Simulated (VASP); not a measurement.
## Ag: relaxation of the atoms with LDA

The system is Ag, a slab with vacuum.

```
Ag
1.0
     2.95252    0.00000    0.00000
    -1.47626    2.55696    0.00000
     0.00000    0.00000   28.87115
Ag
4
Direct
  0.00000 0.00000 0.38502
  0.66667 0.33333 0.46167
  0.33333 0.66667 0.53833
  0.00000 0.00000 0.61498
```

The cell was built by a generator and needn't be a form met in nature.

| Quantity | Value |
| --- | --- |
| Program | VASP 6.6.1 |
| Task | relaxation of the atoms |
| Functional | LDA |
| Potentials or basis | VASP PAW LDA potentials, release 64 (Ag) |
| Cutoff | 520 eV |
| k mesh | 13 × 13 × 1 |
| Occupations | methfessel-paxton, width 0.1 eV |
| Spin | no spin polarisation |
| Dipole correction | yes |
| Further INCAR settings | ALGO = Normal; EDIFF = 1e-07; IBRION = 2; EDIFFG = -0.02; NSW = 90 |

```
Energy gained by relaxing    : 0.1 meV/atom
Ionic steps                  : 3
Largest force after relaxing : 0.015 eV/Å
Band gap on the k mesh       : none (metal or under the smearing width)
```

Forces in eV/Å, atoms in the order of the input:
```
Ag   0.000  0.000 -0.015
Ag   0.000  0.000 -0.001
Ag   0.000  0.000  0.001
Ag   0.000  0.000  0.015
```

The path:
```
step  energy change (eV)  largest force (eV/Å)  pressure (GPa)
   1              0.0000                0.0840           -2.18
   2             -0.0005                0.0334           -2.18
   3             -0.0006                0.0153           -2.17
```

Final structure:
```yaml
crystal:
  lattice:
    - [2.95252, 0.00000, 0.00000]
    - [-1.47626, 2.55696, 0.00000]
    - [0.00000, 0.00000, 28.87115]
  atoms:
    - { symbol: Ag, position: [0.00000, 0.00000, 0.38506] }
    - { symbol: Ag, position: [0.66667, 0.33333, 0.46144] }
    - { symbol: Ag, position: [0.33333, 0.66667, 0.53856] }
    - { symbol: Ag, position: [0.00000, 0.00000, 0.61494] }
```

Levels at points of the mesh, in eV from the Fermi level:
| k point | band 19 | band 20 | band 21 | band 22 | band 23 | band 24 | band 25 | band 26 |
| --- | --- | --- | --- | --- | --- | --- | --- | --- |
| (0.00, 0.00, 0.00) | -3.31 | -3.31 | -3.25 | -2.98 | -2.98 | -0.75 | 0.55 | 4.46 |

Run time: 64 s on 2 MPI ranks on Intel(R) Xeon(R) 6975P-C (Granite Rapids) (shared host), peak memory 0.31 GiB a rank.
